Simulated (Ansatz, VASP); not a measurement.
# Two plane-wave programs on MgO (scan)

POSCAR

```
MgO
1.0
    0.0000000000      2.1245000000      2.1245000000
    2.1245000000      0.0000000000      2.1245000000
    2.1245000000      2.1245000000      0.0000000000
Mg O
1 1
Direct
    0.0000000000      0.0000000000      0.0000000000
    0.5000000000      0.5000000000      0.5000000000
```

Contents of INCAR.step1:

```
SYSTEM = MgO
  ALGO = Normal
  EDIFF = 1E-4
  ENCUT = 520
  GGA = PE
  ISMEAR = 0
  LASPH = .True.
  LCHARG = .False.
  LREAL = .False.
  LWAVE = .True.
  NBANDS = 11
  NELM = 60
  PREC = Accurate
  SIGMA = 0.1
```

File INCAR.step2:

```
SYSTEM = MgO
  ALGO = Normal
  EDIFF = 1E-6
  ENCUT = 520
  ISIF = 2
  ISMEAR = 0
  ISTART = 1
  LASPH = .True.
  LCHARG = .False.
  LMIXTAU = .True.
  LREAL = .False.
  LWAVE = .False.
  METAGGA = R2SCAN
  NBANDS = 11
  NELM = 60
  PREC = Accurate
  SIGMA = 0.1
```

Contents of KPOINTS:

```
k-points
0
Gamma
  8 8 8
  0 0 0
```

Input for Ansatz:

```yaml
crystal:
  lattice:
    - [0.0, 2.1245, 2.1245]
    - [2.1245, 0.0, 2.1245]
    - [2.1245, 2.1245, 0.0]
  atoms:
    - { symbol: Mg, position: [0.0, 0.0, 0.0] }
    - { symbol: O, position: [0.5, 0.5, 0.5] }
basis:
  ecutwfc: 500
kpoints:
  mp_grid: { grid: [8, 8, 8] }
hamiltonian:
  xc: r2scan
  pseudopotentials: { kind: paw, azcp: { folder: soft_1 } }
scf:
  occupations: { method: gaussian, width: 0.1 }
output:
  forces: true
  stress: true
  eigenvalues: true
```

Alike in both runs: task single point; functional r2SCAN; k mesh 8 × 8 × 8; occupations gaussian, width 0.1 eV; no spin polarisation.

```csv
,VASP,Ansatz
version,VASP 6.6.1,Ansatz 0.2.0
potentials or method,"VASP PAW PBE potentials, release 64 (Mg, O)","scalar-relativistic, plane waves, PAW"
plane-wave cutoff (eV),520,500
valence electrons in the cell,8,16
```

|  | VASP | Ansatz | Ansatz less VASP |
| --- | --- | --- | --- |
| gap on the k mesh at the Fermi level (eV) | 5.34 | 5.38 | +0.039 |
| least direct gap on the mesh (eV) | 5.34 | 5.38 | +0.039 |
| pressure (GPa) | -6.1 | -4.6 | +1.47 |

The two sets of potentials don't hold the same shells in valence.

Caveats: the PAW data sets were made with another functional, which shifts forces and pressure a little (VASP). r2SCAN opens gaps a little over a GGA but as a rule still falls short of measured ones.
